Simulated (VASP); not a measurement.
# SrCl2 (Fm-3m) in VASP: notebook

One crystal, SrCl2, is run at these levels: PBE; tasks: single point.

Everything below comes from runs of VASP 6.6.1. Logs are shortened: lines on timing, memory, paths and dates and some standing lists are left out, and cuts for length are marked.

## (1) Starting point

It takes space group Fm-3m (No. 225, cubic). The conventional cell has a = 6.971 Å, b = 6.971 Å, c = 6.971 Å, α = 90.00°, β = 90.00°, γ = 90.00°. Around Sr (site symmetry m-3m) lie 8 Cl at 3.02 Å. Around Cl (site symmetry -43m) lie 4 Sr at 3.02 Å.

## (2) Single point, PBE

INCAR reads:

```
SYSTEM = SrCl2
ALGO = Normal ; EDIFF = 1E-6
ENCUT = 520 ; GGA = PE
ISIF = 2 ; ISMEAR = 0
LASPH = .TRUE. ; LCHARG = .TRUE.
LELF = .TRUE. ; LREAL = .FALSE.
LVHAR = .TRUE. ; LWAVE = .FALSE.
NBANDS = 19 ; NELM = 60
PREC = Accurate ; SIGMA = 0.05
```

KPOINTS reads:

```
k-points
0
G
  6 6 6
  0 0 0
```

POSCAR reads:

```
SrCl2
1.0
    0.0000000000      3.4855000000      3.4855000000
    3.4855000000      0.0000000000      3.4855000000
    3.4855000000      3.4855000000      0.0000000000
Sr Cl
1 2
Direct
    0.0000000000      0.0000000000      0.0000000000
    0.2500000000      0.2500000000      0.2500000000
    0.7500000000      0.7500000000      0.7500000000
```

Potentials or basis: VASP PAW PBE potentials, release 64 (Sr_sv, Cl).

The run is started by

```console
cat potpaw_PBE.64/Sr_sv/POTCAR potpaw_PBE.64/Cl/POTCAR > POTCAR
mpirun -np 1 vasp_std > vasp.out
```

OUTCAR:

```text
SYSTEM = SrCl2
   EDIFF = 1E-6
   ENCUT = 520
   GGA = PE
   ISIF = 2
   ISMEAR = 0
   LASPH = .TRUE.
   LREAL = .FALSE.
   NELM = 60
   PREC = Accurate

 ion  position               nearest neighbor table
   1  0.000  0.000  0.000-   3 3.02   3 3.02   3 3.02   2 3.02   3 3.02   2 3.02   2 3.02   2 3.02

   2  0.250  0.250  0.250-   1 3.02   1 3.02   1 3.02   1 3.02
   3  0.750  0.750  0.750-   1 3.02   1 3.02   1 3.02   1 3.02

  LATTYP: Found a face centered cubic cell.
 ALAT       =     6.9710000000

  Lattice vectors:

 A1 = (   0.0000000000,   3.4855000000,   3.4855000000)
 A2 = (   3.4855000000,   0.0000000000,   3.4855000000)
 A3 = (   3.4855000000,   3.4855000000,   0.0000000000)

Analysis of symmetry for initial positions (statically):
=====================================================================
 Subroutine PRICEL returns:
 Original cell was already a primitive cell.

 Routine SETGRP: Setting up the symmetry group for a
 face centered cubic supercell.

 Subroutine GETGRP returns: Found 48 space group operations
 (whereof 48 operations were pure point group operations)
 out of a pool of 48 trial point group operations.

The static configuration has the point symmetry O_h .

Analysis of symmetry for dynamics (positions and initial velocities):
=====================================================================
 Subroutine PRICEL returns:
 Original cell was already a primitive cell.

 Routine SETGRP: Setting up the symmetry group for a
 face centered cubic supercell.

 Subroutine GETGRP returns: Found 48 space group operations
 (whereof 48 operations were pure point group operations)
 out of a pool of 48 trial point group operations.

The dynamic configuration has the point symmetry O_h .

 Subroutine INISYM returns: Found 48 space group operations
 (whereof 48 operations are pure point group operations),
 and found     1 'primitive' translations

----------------------------------------------------------------------------------------

                                     Primitive cell

  volume of cell :      84.6887

  direct lattice vectors                    reciprocal lattice vectors
     0.000000000  3.485500000  3.485500000    -0.143451442  0.143451442  0.143451442
[... 66 lines left out ...]
   ions per type =               1   2
   NGX,Y,Z   is equivalent  to a cutoff of  13.49, 13.49, 13.49 a.u.
   NGXF,Y,Z  is equivalent  to a cutoff of  26.98, 26.98, 26.98 a.u.
 SYSTEM =  SrCl2
   PREC   = accura    normal or accurate (medium, high low for compatibility)
   ISTART =      0    job   : 0-new  1-cont  2-samecut
   ICHARG =      2    charge: 1-file 2-atom 10-const
   ISPIN  =      1    spin polarized calculation?
   LNONCOLLINEAR =      F non collinear calculations
   LSORBIT =      F    spin-orbit coupling
   LASPH  =      T    aspherical Exc in radial PAW
   ENCUT  =  520.0 eV  38.22 Ry    6.18 a.u.   9.17  9.17  9.17*2*pi/ulx,y,z
   NELM   =     60;   NELMIN=  2; NELMDL= -5     # of ELM steps
   EDIFF  = 0.1E-05   stopping-criterion for ELM
   LREAL  =      F    real-space projection
   EDIFFG = 0.1E-04   stopping-criterion for IOM
   NSW    =      0    number of steps for IOM
   IBRION =     -1    ionic relax: 0-MD 1-quasi-New 2-CG
   NFREE  =      0    steps in history (QN), initial steepest desc. (CG)
   ISIF   =      2    stress and relaxation
   ISYM   =      2    0-nonsym 1-usesym 2-fastsym
   POTIM  = 0.5000    time-step for ionic-motion
   TEBEG  =    0.0;   TEEND  =   0.0 temperature during run
   PSTRESS=    0.0 pullay stress
   NELECT =      24.0000    total number of electrons
   NUPDOWN=      -1.0000    fix difference up-down
   EMIN   =  10.00;   EMAX   =-10.00  energy-range for DOS
[... 5 lines left out ...]
     AMIX     =   0.40;   BMIX     =  1.00
     AMIX_MAG =   1.60;   BMIX_MAG =  1.00
  volume/ion in A,a.u.               =      28.23       190.50
  Fermi-wavevector in a.u.,A,eV,Ry     =   1.075318  2.032056 15.732530  1.156308
  Thomas-Fermi vector in A             =   2.211171
   LORBIT       =      0    0 simple, 1 ext, 2 COOP (PROOUT), +10 PAW based schemes
   GGA     = PE    functional components
[... 5 lines left out ...]
 non-spin polarized calculation
 Gauss-broadening in eV      SIGMA  =   0.05
  energy-cutoff  :      520.00
  volume of cell :       84.69
 maximum number of plane-waves:      2301
 NGX is ok and might be reduce to    40
   NGX = 19   NGY = 19   NGZ = 19

 number of electron      24.0000003 magnetization

 Free energy of the ion-electron system (eV)
  ---------------------------------------------------
  ext. energy  EPLUGINS =         0.00000000
  ---------------------------------------------------
  free energy    TOTEN  =       -12.78079496 eV

  energy without entropy =      -12.78079496  energy(sigma->0) =      -12.78079496

 E-fermi :   0.5135     XC(G=0):  -8.2935

 val. band max:        0.1688248803   @ k =   0.5000   0.5000   0.0000
 cond. band min:       5.5162972342   @ k =   0.0000   0.0000   0.0000
 fundamental gap:      5.3474723539
 Fermi energy:         0.5134607678

 k-point     1 :       0.0000    0.0000    0.0000
  band No.  band energies     occupation
      1     -32.7099      2.00000
      2     -14.7027      2.00000
      3     -14.7027      2.00000
      4     -14.7027      2.00000
      5     -13.1441      2.00000
      6     -12.2891      2.00000
[... 329 lines left out ...]
      6     -12.4254      2.00000
[... 11 lines left out ...]
     18       9.7407      0.00000
     19      10.1865      0.00000

------------------------ aborting loop because EDIFF is reached ----------------------------------------

  FORCE on cell =-STRESS in cart. coord.  units (eV):
  Direction    XX          YY          ZZ          XY          YZ          ZX
  --------------------------------------------------------------------------------------
  -------------------------------------------------------------------------------------
  Total        0.6151326      0.6151326      0.6151326      0.0000000     -0.0000000      0.0000000
  in kB       11.6373492     11.6373492     11.6373492      0.0000000     -0.0000000      0.0000000
  external PRESSURE =      11.6373492 kB  Pullay stress =       0.0000000 kB

 VOLUME and BASIS-vectors are now :
 -----------------------------------------------------------------------------
  energy-cutoff  :      520.00
  volume of cell :       84.69
      direct lattice vectors                 reciprocal lattice vectors
     0.000000000  3.485500000  3.485500000    -0.143451442  0.143451442  0.143451442
     3.485500000  0.000000000  3.485500000     0.143451442 -0.143451442  0.143451442
     3.485500000  3.485500000  0.000000000     0.143451442  0.143451442 -0.143451442

 POSITION                                       TOTAL-FORCE (eV/Angst)
 -----------------------------------------------------------------------------------
      0.00000      0.00000      0.00000        -0.000000     -0.000000     -0.000000
      1.74275      1.74275      1.74275        -0.000000      0.000000     -0.000000
      5.22825      5.22825      5.22825         0.000000      0.000000      0.000000
 -----------------------------------------------------------------------------------
    total drift:                               -0.000000     -0.000000      0.000000

  FREE ENERGIE OF THE ION-ELECTRON SYSTEM (eV)
  ---------------------------------------------------
  free  energy   TOTEN  =       -12.7807949563 eV

  energy  without entropy=      -12.7807949563  energy(sigma->0) =      -12.78079496
```

OSZICAR:

```text
N       E                     dE             d eps       ncg     rms          rms(c)
DAV:   1     0.141989781987E+03    0.14199E+03   -0.11576E+04   608   0.114E+03
DAV:   2    -0.370934187034E+01   -0.14570E+03   -0.14126E+03   798   0.221E+02
DAV:   3    -0.127600840335E+02   -0.90507E+01   -0.90221E+01   799   0.548E+01
DAV:   4    -0.130523815343E+02   -0.29230E+00   -0.29192E+00   973   0.854E+00
DAV:   5    -0.130564080697E+02   -0.40265E-02   -0.40258E-02   815   0.913E-01    0.130E+01
DAV:   6    -0.127627411122E+02    0.29367E+00   -0.58906E-01   694   0.431E+00    0.835E+00
DAV:   7    -0.127725857997E+02   -0.98447E-02   -0.36396E-01   822   0.362E+00    0.212E+00
DAV:   8    -0.127783148438E+02   -0.57290E-02   -0.54205E-02   685   0.128E+00    0.407E-01
DAV:   9    -0.127793249020E+02   -0.10101E-02   -0.19803E-03   767   0.267E-01    0.146E-01
DAV:  10    -0.127806704295E+02   -0.13455E-02   -0.94298E-04   652   0.179E-01    0.367E-02
DAV:  11    -0.127807722597E+02   -0.10183E-03   -0.68533E-05   785   0.466E-02    0.418E-02
DAV:  12    -0.127807940078E+02   -0.21748E-04   -0.23918E-05   650   0.248E-02    0.591E-03
DAV:  13    -0.127807949563E+02   -0.94849E-06   -0.11638E-06   751   0.617E-03
   1 F= -.12780795E+02 E0= -.12780795E+02  d E =-.911851E-24
```

stdout:

```text
POSCAR found type information on POSCAR SrCl
 POSCAR found :  2 types and       3 ions
 scaLAPACK will be used
 LDA part: xc-table for (Slater+PW92), standard interpolation
 POSCAR, INCAR and KPOINTS ok, starting setup
 FFT: planning ... GRIDC
 FFT: planning ... GRID_SOFT
 FFT: planning ... GRID
 WAVECAR not read
 entering main loop
```

Run time: 39 s. Hardware: 1 thread of Intel Xeon Platinum 8559C (Emerald Rapids), shared host; peak memory 0.23 GiB.

Results:

* Free energy: -12.7808 eV
* Pressure: 1.2 GPa
* Band gap on the k mesh: 5.35 eV, indirect (least direct gap 5.50 eV)

## (3) Single point, PBE

INCAR reads:

```
SYSTEM = SrCl2
PREC = Accurate ; ENCUT = 520
EDIFF = 1E-7 ; ISMEAR = 0
SIGMA = 0.05 ; LREAL = .FALSE.
LASPH = .TRUE. ; NELM = 100
ALGO = Fast ; ISIF = 2
LWAVE = .FALSE. ; LCHARG = .FALSE.
GGA = PE ; NBANDS = 19
```

KPOINTS reads:

```
Automatic mesh
0
G
  6 6 6
  0 0 0
```

POSCAR is that of step 2.

Potentials or basis: VASP PAW PBE potentials, release 64 (Sr_sv, Cl).

The run is started by

```console
cat potpaw_PBE.64/Sr_sv/POTCAR potpaw_PBE.64/Cl/POTCAR > POTCAR
mpirun -np 1 vasp_std > vasp.out
```

OUTCAR:

```text
SYSTEM = SrCl2
   PREC = Accurate
   ENCUT = 520
   EDIFF = 1E-7
   ISMEAR = 0
   LREAL = .FALSE.
   LASPH = .TRUE.
   NELM = 100
   ISIF = 2
   GGA = PE

 ion  position               nearest neighbor table
   1  0.000  0.000  0.000-   3 3.02   3 3.02   3 3.02   2 3.02   3 3.02   2 3.02   2 3.02   2 3.02

   2  0.250  0.250  0.250-   1 3.02   1 3.02   1 3.02   1 3.02
   3  0.750  0.750  0.750-   1 3.02   1 3.02   1 3.02   1 3.02

  LATTYP: Found a face centered cubic cell.
 ALAT       =     6.9710000000

  Lattice vectors:

 A1 = (   0.0000000000,   3.4855000000,   3.4855000000)
 A2 = (   3.4855000000,   0.0000000000,   3.4855000000)
 A3 = (   3.4855000000,   3.4855000000,   0.0000000000)

Analysis of symmetry for initial positions (statically):
=====================================================================
 Subroutine PRICEL returns:
 Original cell was already a primitive cell.

 Routine SETGRP: Setting up the symmetry group for a
 face centered cubic supercell.

 Subroutine GETGRP returns: Found 48 space group operations
 (whereof 48 operations were pure point group operations)
 out of a pool of 48 trial point group operations.

The static configuration has the point symmetry O_h .
[... 156 lines left out ...]

 E-fermi :   0.3940     XC(G=0):  -8.2935

 val. band max:        0.1685369870   @ k =   0.5000   0.5000   0.0000
 cond. band min:       5.5163882636   @ k =   0.0000   0.0000   0.0000
 fundamental gap:      5.3478512767
 Fermi energy:         0.3940407864

 k-point     1 :       0.0000    0.0000    0.0000
  band No.  band energies     occupation
      1     -32.7100      2.00000
      2     -14.7027      2.00000
      3     -14.7027      2.00000
      4     -14.7027      2.00000
      5     -13.1444      2.00000
      6     -12.2894      2.00000
[... 329 lines left out ...]
      6     -12.4257      2.00000
[... 11 lines left out ...]
     18       9.7408      0.00000
     19      10.1865      0.00000

------------------------ aborting loop because EDIFF is reached ----------------------------------------

  FORCE on cell =-STRESS in cart. coord.  units (eV):
  Direction    XX          YY          ZZ          XY          YZ          ZX
  --------------------------------------------------------------------------------------
  -------------------------------------------------------------------------------------
  Total        0.6216923      0.6216923      0.6216923      0.0000000     -0.0000000      0.0000000
  in kB       11.7614495     11.7614495     11.7614495      0.0000000     -0.0000000      0.0000000
  external PRESSURE =      11.7614495 kB  Pullay stress =       0.0000000 kB

 VOLUME and BASIS-vectors are now :
 -----------------------------------------------------------------------------
  energy-cutoff  :      520.00
  volume of cell :       84.69
      direct lattice vectors                 reciprocal lattice vectors
     0.000000000  3.485500000  3.485500000    -0.143451442  0.143451442  0.143451442
     3.485500000  0.000000000  3.485500000     0.143451442 -0.143451442  0.143451442
     3.485500000  3.485500000  0.000000000     0.143451442  0.143451442 -0.143451442

 POSITION                                       TOTAL-FORCE (eV/Angst)
 -----------------------------------------------------------------------------------
      0.00000      0.00000      0.00000        -0.000000      0.000000     -0.000000
      1.74275      1.74275      1.74275         0.000000      0.000000      0.000000
      5.22825      5.22825      5.22825        -0.000000     -0.000000     -0.000000
 -----------------------------------------------------------------------------------
    total drift:                               -0.000000     -0.000000      0.000000

  FREE ENERGIE OF THE ION-ELECTRON SYSTEM (eV)
  ---------------------------------------------------
  free  energy   TOTEN  =       -12.7807948935 eV

  energy  without entropy=      -12.7807948935  energy(sigma->0) =      -12.78079489
```

OSZICAR:

```text
N       E                     dE             d eps       ncg     rms          rms(c)
DAV:   1     0.141989781987E+03    0.14199E+03   -0.11576E+04   608   0.114E+03
DAV:   2    -0.370934187034E+01   -0.14570E+03   -0.14126E+03   798   0.221E+02
DAV:   3    -0.127600840335E+02   -0.90507E+01   -0.90221E+01   799   0.548E+01
DAV:   4    -0.130523815343E+02   -0.29230E+00   -0.29192E+00   973   0.854E+00
DAV:   5    -0.130564080697E+02   -0.40265E-02   -0.40258E-02   815   0.913E-01    0.130E+01
RMM:   6    -0.127618996969E+02    0.29451E+00   -0.51372E-01   715   0.341E+00    0.778E+00
RMM:   7    -0.127764302763E+02   -0.14531E-01   -0.42394E-01   767   0.340E+00    0.227E+00
RMM:   8    -0.127802339052E+02   -0.38036E-02   -0.46747E-02   721   0.140E+00    0.695E-01
RMM:   9    -0.127797092149E+02    0.52469E-03   -0.40789E-03   829   0.381E-01    0.196E-01
RMM:  10    -0.127808389301E+02   -0.11297E-02   -0.19981E-03   812   0.263E-01    0.221E-01
RMM:  11    -0.127807383242E+02    0.10061E-03   -0.59589E-04   863   0.130E-01    0.410E-02
RMM:  12    -0.127807990799E+02   -0.60756E-04   -0.18554E-04   846   0.748E-02    0.780E-02
RMM:  13    -0.127807916675E+02    0.74124E-05   -0.83824E-05   866   0.456E-02    0.161E-02
RMM:  14    -0.127807955210E+02   -0.38535E-05   -0.22074E-05   936   0.238E-02    0.195E-02
RMM:  15    -0.127807949289E+02    0.59211E-06   -0.53108E-06   940   0.111E-02    0.872E-03
RMM:  16    -0.127807948380E+02    0.90923E-07   -0.18280E-06   907   0.606E-03    0.305E-03
RMM:  17    -0.127807948935E+02   -0.55526E-07   -0.70970E-07   853   0.412E-03
   1 F= -.12780795E+02 E0= -.12780795E+02  d E =-.574344E-12
```

stdout:

```text
POSCAR found type information on POSCAR SrCl
 POSCAR found :  2 types and       3 ions
 scaLAPACK will be used
 LDA part: xc-table for (Slater+PW92), standard interpolation
 POSCAR, INCAR and KPOINTS ok, starting setup
 FFT: planning ... GRIDC
 FFT: planning ... GRID_SOFT
 FFT: planning ... GRID
 WAVECAR not read
 entering main loop
```

It took 32 s on 1 thread of Intel Xeon Platinum 8559C (Emerald Rapids), shared host; peak memory 0.24 GiB.

What came out:

```yaml
Free_energy: -12.7808 eV
Pressure: 1.2 GPa
Band_gap_on_the_k_mesh: 5.35 eV, indirect (least direct gap 5.50 eV)
```

Levels at points of the mesh, in eV from the valence-band top:
```tsv
k point	band 9	band 10	band 11	band 12	band 13	band 14	band 15	band 16
(0.00, 0.00, 0.00)	-2.13	-0.34	-0.34	-0.34	5.35	6.10	6.10	9.04
(0.50, 0.00, 0.00)	-1.50	-1.32	-1.05	-1.05	6.71	6.71	7.52	7.87
(0.50, 0.50, 0.00)	-1.88	-0.41	-0.41	0.00	5.50	7.05	7.61	8.01
```
